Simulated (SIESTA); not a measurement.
Crystal: BAs.

```
CELL_PARAMETERS angstrom
0.00000 2.38850 2.38850
2.38850 0.00000 2.38850
2.38850 2.38850 0.00000
ATOMIC_POSITIONS crystal
As 0.75000 0.75000 0.75000
B 0.00000 0.00000 0.00000
```

Base run:

```yaml
Program: SIESTA 5.4.2
Functional: PBE
Potentials_or_basis: PseudoDojo 0.4 standard (PBE files)
Basis: TZDP (energy shift 0.002 Ry)
Grid_cutoff: 500 Ry
Energy_shift: 0.002 Ry
k_mesh: 10 × 10 × 10
Occupations: fermi-dirac, width 0.05 eV
Spin: no spin polarisation
```

Its results: band gap on the k mesh 1.43 eV, indirect (least direct gap 3.33 eV); pressure 4.9 GPa.

Q: The run is repeated on the same cell with these changes: functional from PBE to RPBE; basis from TZDP (energy shift 0.002 Ry) to DZP (energy shift 0.002 Ry). What comes out?

A: Band gap on the k mesh 1.53 eV, indirect (least direct gap 3.43 eV); pressure 9.1 GPa.

Several settings changed at once, so the effect can't be laid on one alone.

Caveats: semicore shells carry a single zeta, which can move pressures by several GPa and volumes by a few percent; the basis of atomic orbitals isn't converged, which shifts pressures, moduli and gaps; the potentials were made for another functional, which shifts forces and pressure (some runs); the real-space grid breaks the cell's symmetry a little (some runs).
